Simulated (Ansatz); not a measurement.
C, space group C2/m, relaxations under a series of pressures

With Ansatz 0.2.0, Python API.

The cells in order, each with its output:

In [1]:
```python
import ansatz as az
import numpy as np
import pandas as pd

XC = "r2scan"
KGRID = (13, 13, 8)
OCCUPATIONS = "Fermi-Dirac"
```

In [2]:
```python
def edges_and_angles(cell):
    cell = np.asarray(cell)
    a, b, c = np.linalg.norm(cell, axis=1)
    cosines = cell[1] @ cell[2] / (b * c), cell[0] @ cell[2] / (a * c), cell[0] @ cell[1] / (a * b)
    return (a, b, c, *np.degrees(np.arccos(cosines)))

xtal = (
    az.Lattice.of([2.12732031, -1.22828244, 0.0], [2.12732031, 1.22828244, 0.0], [-1.37906963, 0.0, 3.50283008])
    .atom("C", [0.83335553, 0.83335553, 9.304e-05])
    .atom("C", [0.16664447, 0.16664447, 0.99990696])
)
```

In [3]:
```python
len(xtal.resolved().sites)
```
Out [3]:
```text
2
```

In [4]:
```python
calc = (
    xtal.calculation()
    .functional(XC)
    .kpoints(*KGRID)
    .occupations(OCCUPATIONS)
)

# H = F + PV, with 1 GPa A^3 = 1/160.21766 eV
rows = []
for pressure in [0, 5, 10, 20]:
    out = calc.relax(cell=True, pressure=pressure, force_tolerance=0.005).run(threads=1, pin="off")
    cell = out.lattice.cell_ang
    n_atoms = len(out.lattice.sites)
    volume = abs(np.linalg.det(cell)) / n_atoms
    enthalpy = out.report["free_energy_ev"] / n_atoms + pressure * volume / 160.21766
    rows.append((pressure, volume, enthalpy, *edges_and_angles(cell)))
    print(f"{pressure} GPa done: {volume:.4f} A^3/atom")

table = pd.DataFrame(rows, columns=["P_GPa", "V_A3_atom", "H_eV_atom", "a", "b", "c", "alpha", "beta", "gamma"])
print(table.round(4).to_string(index=False))
p, v = np.array([row[0] for row in rows], float), np.array([row[1] for row in rows])
print("mean bulk modulus between rows (GPa):", np.round(-np.diff(p) / np.diff(np.log(v)), 1))
```
```text
DeckWarning: basis.ecutwfc = 500 eV, auto-derived from the records' recommended cutoffs: set by C (their level for a meta-GGA)
0 GPa done: 9.2648 A^3/atom
5 GPa done: 8.2135 A^3/atom
10 GPa done: 7.7476 A^3/atom
20 GPa done: 7.1825 A^3/atom
 P_GPa  V_A3_atom  H_eV_atom      a      b      c    alpha     beta   gamma
     0     9.2648  -251.6692 2.4558 2.4558 3.8181 108.6691 108.6691 59.9997
     5     8.2135  -251.4001 2.4460 2.4460 3.4708 110.6366 110.6366 60.0000
    10     7.7476  -251.1516 2.4377 2.4377 3.3234 111.5087 111.5087 60.0005
    20     7.1825  -250.6872 2.4233 2.4233 3.1525 112.6136 112.6136 59.9980
mean bulk modulus between rows (GPa): [ 41.5  85.6 132. ]
```

The volume falls from 9.26 Å³ an atom at 0 GPa to 7.18 at 20 GPa, by 22.5 %. Between 0 and 5 GPa, -V dP/dV is about 42 GPa, a mean over that step.

Caveats:
- Absolute energies stand on the zero of these potentials, so only differences at equal settings mean something.
- At a fixed pressure a relaxation lowers the enthalpy F + PV, while F alone can rise.
- Within a few hundredths of an angstrom the cell has the higher group R-3m; the lower one is a small distortion.
- Edges and angles are those of the cell as typed, here a primitive one, not of the conventional cell.
- The structure is layered, and without a dispersion term the spacing of the layers is poorly determined.
- The cell relaxed to the group R-3m; tensors and edges are in the axes of the typed cell.
- Warnings are shown shortened and without file and line.
- Symmetry holds the cell in this phase, whether or not it is the stable one at each pressure.
- The whole script took 3 min on 1 thread of Intel(R) Xeon(R) Processor @ 2.30GHz, with other jobs on the host, peak memory 0.67 GiB.
